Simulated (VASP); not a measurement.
CdTe: single point with PBE

**The experiment to reproduce.**

From a printed reference work, data compilation, for a bulk crystal of CdTe at 0 K: band gap 1.607 eV.

Crystal: CdTe.

```
CELL_PARAMETERS angstrom
0.00000 3.30869 3.30869
3.30869 0.00000 3.30869
3.30869 3.30869 0.00000
ATOMIC_POSITIONS crystal
Cd 0.00000 0.00000 0.00000
Te 0.75000 0.75000 0.75000
```

```json
{
 "Program": "VASP 6.6.1",
 "Task": "single point",
 "Functional": "PBE",
 "Potentials or basis": "VASP PAW PBE potentials, release 64 (Cd, Te)",
 "Cutoff": "520 eV",
 "k mesh": "8 × 8 × 8",
 "Occupations": "gaussian, width 0.02 eV",
 "Spin": "no spin polarisation"
}
```

```
Pressure               : 0.1 GPa
Band gap on the k mesh : 0.58 eV, direct
```

Levels at points of the mesh, in eV from the valence-band top:
```tsv
k point	band 6	band 7	band 8	band 9	band 10	band 11	band 12	band 13
(0.00, 0.00, 0.00)	-7.87	0.00	0.00	0.00	0.58	4.64	4.64	4.64
(0.50, 0.00, 0.00)	-7.57	-4.08	-0.69	-0.69	1.75	5.21	5.21	7.01
(0.50, 0.50, 0.00)	-7.45	-4.01	-1.66	-1.66	2.67	2.74	8.51	8.81
```

Run time: 41 s on 1 thread of Intel Xeon 6975P-C, on a shared host, peak memory 0.22 GiB.

Against the measured gap of CdTe, 1.607 eV (0 K; a printed reference work, data compilation), the calculated 0.58 eV is off by -1.02 eV. So large a miss can be the level of theory's own, or it may mean another phase, state or a wrong row. Spin-orbit coupling on Cd, Te is left out. The value is that of PBE, without temperature or zero-point motion. Semilocal functionals fall short of measured gaps as a rule.

Caveat: spin-orbit coupling is left out, which moves the levels of the heavy elements.
